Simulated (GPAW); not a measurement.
MoP:

```
Mo P
1.0
     3.22300    0.00000    0.00000
    -1.61150    2.79120    0.00000
     0.00000    0.00000    3.19100
Mo P
1 1
Direct
  0.00000 0.00000 0.00000
  0.33333 0.66667 0.50000
```

```yaml
Program: GPAW 26.7.0
Task: relaxation of cell and atoms
Functional: RPBE
Potentials_or_basis: the program's PAW data sets (release 1.2.1) made for this functional
Cutoff: 600 eV
Basis: pw
k_mesh: 10 × 10 × 8
Occupations: fermi-dirac, width 0.05 eV
Spin: no spin polarisation
```

At the start: pressure 6.2 GPa; volume 14.35 Å³/atom.

Task: Where does the relaxation end?

Result: Over 19 steps the energy falls by 7.8 meV/atom and the volume is 14.76 Å³/atom (+2.8 %); space group P-6m2 (No. 187, to 0.05 Å).

Step by step:
| step | energy change (eV) | largest force (eV/Å) | pressure (GPa) | volume (Å³) |
| --- | --- | --- | --- | --- |
| 1 | 0.0000 | 0.0000 | 6.17 | 28.71 |
| 2 | -0.0078 | 0.0000 | 4.22 | 28.95 |
| 3 | -0.0146 | 0.0000 | 1.08 | 29.35 |
| 4 | -0.0134 | 0.0000 | -2.10 | 29.81 |
| 5 | -0.0137 | 0.0000 | -1.94 | 29.79 |
| 6 | -0.0142 | 0.0000 | -1.64 | 29.74 |
| 7 | -0.0148 | 0.0000 | -1.21 | 29.68 |
| 8 | -0.0153 | 0.0000 | -0.69 | 29.61 |
| 9 | -0.0156 | 0.0000 | -0.11 | 29.54 |
| 10 | -0.0155 | 0.0000 | 0.47 | 29.46 |
| 11 | -0.0155 | 0.0000 | 0.46 | 29.46 |
| 12 | -0.0155 | 0.0000 | 0.44 | 29.47 |
| 13 | -0.0155 | 0.0000 | 0.42 | 29.47 |
| 14 | -0.0155 | 0.0000 | 0.38 | 29.47 |
| 15 | -0.0156 | 0.0000 | 0.34 | 29.48 |
| 16 | -0.0156 | 0.0000 | 0.30 | 29.49 |
| 17 | -0.0156 | 0.0000 | 0.25 | 29.49 |
| 18 | -0.0156 | 0.0000 | 0.19 | 29.50 |
| 19 | -0.0156 | 0.0000 | 0.11 | 29.51 |

Final structure:
```
CELL_PARAMETERS angstrom
3.25857 0.00000 0.00000
-1.62928 2.82200 0.00000
0.00000 0.00000 3.20929
ATOMIC_POSITIONS crystal
Mo 0.00000 0.00000 0.00000
P 0.33333 0.66667 0.50000
```

Caveat: later steps reuse the first step's grids.
